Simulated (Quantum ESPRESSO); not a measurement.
A calculation with Quantum ESPRESSO 7.5 of La (native input, structure typed inline):

File pw.in:

```
&CONTROL
  calculation = 'scf'
  prefix = 'pwscf'
  outdir = './tmp'
  pseudo_dir = './pseudo'
  tprnfor = .true.
  tstress = .true.
  disk_io = 'low'
/
&SYSTEM
  ibrav = 0
  nat = 1
  ntyp = 1
  ecutwfc = 55
  ecutrho = 440
  nbnd = 11
  occupations = 'smearing'
  smearing = 'fd'
  degauss = 0.00367493
/
&ELECTRONS
  conv_thr = 2d-10
  electron_maxstep = 120
  mixing_beta = 0.5
/
ATOMIC_SPECIES
La   138.9055 La.paw.z_11.atompaw.wentzcovitch.v1.2.upf
CELL_PARAMETERS angstrom
  -2.1238310710    2.1238310710    2.1238310710
   2.1238310710   -2.1238310710    2.1238310710
   2.1238310710    2.1238310710   -2.1238310710
ATOMIC_POSITIONS crystal
La     0.0000000000    0.0000000000    0.0000000000
K_POINTS automatic
9 9 9 0 0 0
```

The input pp_density.in:

```
&INPUTPP
  prefix = 'pwscf'
  outdir = './tmp'
  filplot = 'density.dat'
  plot_num = 0
/
&PLOT
  nfile = 1
  filepp(1) = 'density.dat'
  iflag = 3
  output_format = 6
  fileout = 'density.cube'
/
```

File pp_potential.in:

```
&INPUTPP
  prefix = 'pwscf'
  outdir = './tmp'
  filplot = 'potential.dat'
  plot_num = 11
/
&PLOT
  nfile = 1
  filepp(1) = 'potential.dat'
  iflag = 3
  output_format = 6
  fileout = 'potential.cube'
/
```

Potentials or basis: SSSP 1.3 efficiency PBE.

Run with:

```sh
$ OMP_NUM_THREADS=1 pw.x -in pw.in > pw.out
$ OMP_NUM_THREADS=1 pp.x -in pp_density.in > pp_density.out
$ OMP_NUM_THREADS=1 pp.x -in pp_potential.in > pp_potential.out
```

This isn't the form of La at room conditions, which is double hcp.

Problem. Write the same calculation in another form: ASE script, structure typed inline.

Solution. As run:

File run.py:

```python
import numpy as np
from ase.calculators.espresso import Espresso, EspressoProfile
from ase import Atoms

atoms = Atoms(['La'],
              cell=[[-2.123831071, 2.123831071, 2.123831071], [2.123831071, -2.123831071, 2.123831071], [2.123831071, 2.123831071, -2.123831071]],
              scaled_positions=[[0.0, 0.0, 0.0]],
              pbc=True)

input_data = {
    'control': {'calculation': 'scf', 'prefix': 'pwscf', 'outdir': './tmp', 'tprnfor': True, 'tstress': True, 'disk_io': 'nowf'},
    'system': {'ecutwfc': 55.0, 'ecutrho': 440.0, 'nbnd': 11, 'occupations': 'smearing', 'smearing': 'fd', 'degauss': 0.00367493},
    'electrons': {'conv_thr': 2e-10, 'electron_maxstep': 120, 'mixing_beta': 0.5},
}
pseudopotentials = {'La': 'La.paw.z_11.atompaw.wentzcovitch.v1.2.upf'}
profile = EspressoProfile(command='pw.x', pseudo_dir='pseudo')
atoms.calc = Espresso(profile=profile, input_data=input_data, pseudopotentials=pseudopotentials, kpts=(9, 9, 9), koffset=(0, 0, 0))

print(f'energy {atoms.get_potential_energy():.8f} eV')
print('forces (eV/A)')
print(np.round(atoms.get_forces(), 6))
print('stress (eV/A^3, Voigt)')
print(np.round(atoms.get_stress(), 8))
print(f'Fermi level {atoms.calc.get_fermi_level():.4f} eV')
```

Potentials or basis: SSSP 1.3 efficiency PBE.

Run with:

```sh
$ OMP_NUM_THREADS=1 python run.py
```

Both were run:

|  | native input, structure typed inline | ASE script, structure typed inline |
| --- | --- | --- |
| Pressure | -0.5 GPa | -0.5 GPa |
| Band gap on the k mesh | none (metal or under the smearing width) | none (metal or under the smearing width) |

Keys that steer only the numerical path or the files written may differ.
